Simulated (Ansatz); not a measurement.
SiO2: do energies and stresses tell the same story?

Method: Ansatz 0.2.0, DFT PBE, scalar-relativistic, plane waves, PAW.

Cutoff 420 eV; k points 6×6×6 on the computed 12-atom cell (Γ-centred); Gaussian smearing, width 0.02 eV; no spin polarisation.

Relaxed cell: Fddd, a = 4.759 Å, b = 9.522 Å, c = 14.855 Å, α = 90.00°, β = 90.00°, γ = 90.00°, 12 atoms in the primitive cell. This form isn't the usual stable structure of the compound.

Energies at zero smearing and pressures from the stress tensor, at volumes with shape and atoms relaxed:
```tsv
V (Å³/atom)	E − E(first) (meV/atom)	P (GPa)
12.341	0.00	17.74
12.761	-39.66	12.59
13.182	-66.51	7.96
13.603	-81.83	3.78
14.023	-86.73	0.01
14.444	-82.23	-3.38
14.865	-69.32	-6.42
15.426	-40.42	-10.00
```

Q: Check P = −dE/dV between neighbouring volumes, and get the bulk modulus from the pressures alone.

A: With 1 eV/Å³ = 160.2 GPa:
| middle V (Å³/atom) | −ΔE/ΔV (GPa) | mean P (GPa) |
| --- | --- | --- |
| 12.551 | 15.102 | 15.165 |
| 12.972 | 10.227 | 10.276 |
| 13.392 | 5.836 | 5.868 |
| 13.813 | 1.865 | 1.895 |
| 14.234 | -1.715 | -1.683 |
| 14.654 | -4.917 | -4.899 |
| 15.145 | -8.254 | -8.210 |

The two differ by 0.06 GPa at most. The mean of two end pressures misses the average over a step by about ΔV² P″/12, up to 0.04 GPa here; with that taken off 0.02 GPa remains. Around V = 14.023 Å³/atom, the two neighbours give B = −V ΔP/ΔV = 14.023 × 7.16 / 0.841 = 119.3 GPa, against B0 = 118.9 GPa from the Birch–Murnaghan fit of the energies.